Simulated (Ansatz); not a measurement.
Base system: GeO$_{2}$ (space group P3_121, No. 152; a = 5.093 Å, c = 5.769 Å).

Level of theory: DFT with PBE, PAW potentials and a 420 eV plane-wave cutoff in Ansatz (a program for electronic structure), no spin-orbit coupling, earlier PAW set.

Before the change:

| Property | Value |
|---|---|
| Band gap | 3.21 eV |
| Gap character | indirect, K → Γ |
| Width of the top valence band | 0.24 eV |

It is then changed as follows: a hydrostatic pressure of 18 GPa.

Problem. What does the calculation give for the band gap, gap character and width of the top valence band after the change?

Solution. The band gap increases by 0.10 eV (3.21 eV → 3.31 eV); the gap character changes from indirect, K → Γ to indirect, k = (0.125, 1/4, 0) in the run's primitive reciprocal basis → Γ; the width of the top valence band goes up by 0.13 eV to 0.37 eV.

Load acts through the strain it causes; cell and atoms are relaxed under it. No phonon test of stability was made. Competing high-pressure phases were not computed.
